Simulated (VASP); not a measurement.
Set up this calculation in VASP 6.6.1, as the native input.

| Property | Result |
| --- | --- |
| Task | single point |
| Functional | r2SCAN |
| Potentials or basis | VASP PAW PBE potentials, release 64 (K_sv, Br) |
| Cutoff | 520 eV |
| k mesh | 6 × 6 × 6 |
| Occupations | fermi-dirac, width 0.02 eV |
| Spin | no spin polarisation |
| Dipole correction | no |
| Further INCAR settings | ALGO = Normal; EDIFF = 1e-07; NBANDS = 15 |

The system is KBr.

```xyz
2
Lattice="0.0000 3.3022 3.3022 3.3022 0.0000 3.3022 3.3022 3.3022 0.0000" Properties=species:S:1:pos:R:3 pbc="T T T"
K     0.0000    0.0000    0.0000
Br    3.3022    3.3022    3.3022
```

The cell was built by a generator and needn't be a form met in nature.

The input as run:

POSCAR

```
KBr
1.0
    0.0000000000      3.3022478183      3.3022478183
    3.3022478183      0.0000000000      3.3022478183
    3.3022478183      3.3022478183      0.0000000000
K Br
1 1
Direct
    0.0000000000      0.0000000000      0.0000000000
    0.5000000000      0.5000000000      0.5000000000
```

INCAR.step1

```
SYSTEM = KBr
PREC = Accurate
ENCUT = 520
ISMEAR = -1
SIGMA = 0.02
LREAL = .FALSE.
LASPH = .TRUE.
NELM = 60
NBANDS = 15
GGA = PE
ALGO = Normal
EDIFF = 1E-4
LWAVE = .TRUE.
LCHARG = .FALSE.
```

INCAR.step2

```
SYSTEM = KBr
PREC = Accurate
ENCUT = 520
EDIFF = 1E-7
ISMEAR = -1
SIGMA = 0.02
LREAL = .FALSE.
LASPH = .TRUE.
NELM = 60
ALGO = Normal
ISIF = 2
LWAVE = .FALSE.
LCHARG = .FALSE.
METAGGA = R2SCAN
LMIXTAU = .TRUE.
NBANDS = 15
ISTART = 1
```

KPOINTS

```
Automatic mesh
0
G
  6 6 6
  0 0 0
```

Potentials or basis: VASP PAW PBE potentials, release 64 (K_sv, Br).

Command:

```console
$ cat potpaw_PBE.64/K_sv/POTCAR potpaw_PBE.64/Br/POTCAR > POTCAR
$ cp INCAR.step1 INCAR
$ mpirun -np 1 vasp_std > vasp.out
$ cp INCAR.step2 INCAR
$ mpirun -np 1 vasp_std > vasp.out
```

It gave:

The pressure is 0.0 GPa and the band gap on the k mesh is 5.07 eV, direct.

Caveat: the PAW data sets were made with another functional, which shifts forces and pressure a little.

It took 66 s on 1 thread of Intel(R) Xeon(R) Platinum 8375C CPU @ 2.90GHz (Ice Lake), with other jobs on the host, peak memory 0.22 GiB.
